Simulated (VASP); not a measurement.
Set up this calculation in VASP 6.6.1, as the native input.

| Property | Result |
| --- | --- |
| Task | single point |
| Functional | PBEsol |
| Potentials or basis | VASP PAW PBE potentials, release 64 (Sn_d) |
| Cutoff | 520 eV |
| k mesh | 10 × 10 × 10 |
| Occupations | fermi-dirac, width 0.05 eV |
| Spin | no spin polarisation |
| Ladder | free |
| Further INCAR settings | ALGO = Normal; EDIFF = 1e-07; NBANDS = 13 |

The structure of Sn lies in POSCAR:

```
Sn
1.0
   -1.9692270000      2.0562270000      1.6220070000
    2.0445460000     -2.0389000000      1.6928640000
    1.9785480000      2.0482210000     -1.6008370000
Sn
1
Direct
    0.0081510000      0.0011320000     -0.0006220000
```

This isn't the form of Sn at room conditions, which is tetragonal (white tin).

The cell isn't the ideal one: cell strained at random at fixed volume.

The input as run:

INCAR

```
SYSTEM = Sn
ALGO = Normal ; EDIFF = 1E-7
ENCUT = 520 ; GGA = PS
ISIF = 2 ; ISMEAR = -1
LASPH = .True. ; LCHARG = .False.
LREAL = .False. ; LWAVE = .False.
NBANDS = 13 ; NELM = 60
PREC = Accurate ; SIGMA = 0.05
```

KPOINTS

```
k-points
0
Gamma
  10 10 10
  0 0 0
```

Potentials or basis: VASP PAW PBE potentials, release 64 (Sn_d).

Run with:

```bash
$ cat potpaw_PBE.64/Sn_d/POTCAR > POTCAR
$ mpirun -np 1 vasp_std > vasp.out
```

Results of the run:

- Pressure: -1.8 GPa
- Band gap on the k mesh: none (metal or under the smearing width)

Caveat: the PAW data sets were made with another functional, which shifts forces and pressure a little.

It took 2.4 min on 1 thread of Intel(R) Xeon(R) Platinum 8375C CPU @ 2.90GHz (Ice Lake), on a shared host, peak memory 0.27 GiB.
